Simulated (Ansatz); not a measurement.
# Ge: the cost of one run

Program: Ansatz 0.2.0. Level of theory: DFT PBEsol, scalar-relativistic, plane waves, PAW. These are calculated values, not measurements.

4 further runs of the same task are left out: 1 that didn't finish, 3 set aside as unsound or not needed.

### 1 The system as given

The structure is hexagonal, space group P6_3/mmc (No. 194). Conventional cell: a = 4.004 Å, b = 4.004 Å, c = 13.145 Å, α = 90.00°, β = 90.00°, γ = 120.00°. Around Ge (site symmetry 3m) lie 4 Ge at 2.45 Å. Around Ge (site symmetry 3m) lie 4 Ge at 2.45 to 2.47 Å.

As a file:

```
CELL_PARAMETERS angstrom
4.00416 0.00000 0.00000
-2.00208 3.46771 0.00000
0.00000 0.00000 13.14505
ATOMIC_POSITIONS crystal
Ge 0.00000 0.00000 0.40681
Ge 0.00000 0.00000 0.59319
Ge 0.00000 0.00000 0.90681
Ge 0.00000 0.00000 0.09319
Ge 0.33333 0.66667 0.34414
Ge 0.66667 0.33333 0.65586
Ge 0.66667 0.33333 0.84414
Ge 0.33333 0.66667 0.15586
```

It goes back to an entry of the Materials Project, which need not be the stable form.

It is the result of an earlier relaxation at this level (volume 22.82 Å³/atom; gap on the mesh: none (metal)).

### 2 The reference cell

Reference values: F = -34027.9190 eV; pressure 0.00 GPa; largest force 0.001 eV/Å; gap on the mesh none (metal). It was computed beforehand with the settings of the runs below.

### 3 Next: a one-atom displacement scan

Atom 5 (Ge) is moved by x along the Cartesian unit vector (0.000, -0.942, 0.336); the cell and all other atoms stay fixed. Forces below are components along that vector, summed over the moved atoms. In a periodic cell its images move with it.

### 4 Point x = -0.200 Å

Input file input.yaml:

```yaml
crystal:
  lattice:
    - [4.0041644965, 0.0, 0.0]
    - [-2.0020822482, 3.4677081749, 0.0]
    - [0.0, 0.0, 13.145049609]
  atoms:
    - { symbol: Ge, position: [0.0, 0.0, 0.4068073295] }
    - { symbol: Ge, position: [0.0, 0.0, 0.5931926705] }
    - { symbol: Ge, position: [0.0, 0.0, 0.9068073295] }
    - { symbol: Ge, position: [0.0, 0.0, 0.0931926705] }
    - { symbol: Ge, position: [0.3604977576, 0.7209955151, 0.339032205] }
    - { symbol: Ge, position: [0.6666666667, 0.3333333333, 0.6558607667] }
    - { symbol: Ge, position: [0.6666666667, 0.3333333333, 0.8441392333] }
    - { symbol: Ge, position: [0.3333333333, 0.6666666667, 0.1558607667] }
basis:
  ecutwfc: 420
kpoints:
  mp_grid: { grid: [12, 12, 4] }
hamiltonian:
  xc: pbesol
scf:
  occupations: { method: gaussian, width: 0.15 }
output:
  forces: true
  stress: true
  eigenvalues: true
```

On the command line:

```bash
$ ansatz run input.yaml --threads 2 --pin off --max-ram 5120MiB --backend cpu --events-out ev --progress --plain --runs-dir out
```

What time and memory should one allow on 2 threads of Arm Neoverse V2, shared host?

About 70 s, with a peak of 1.4 GiB.
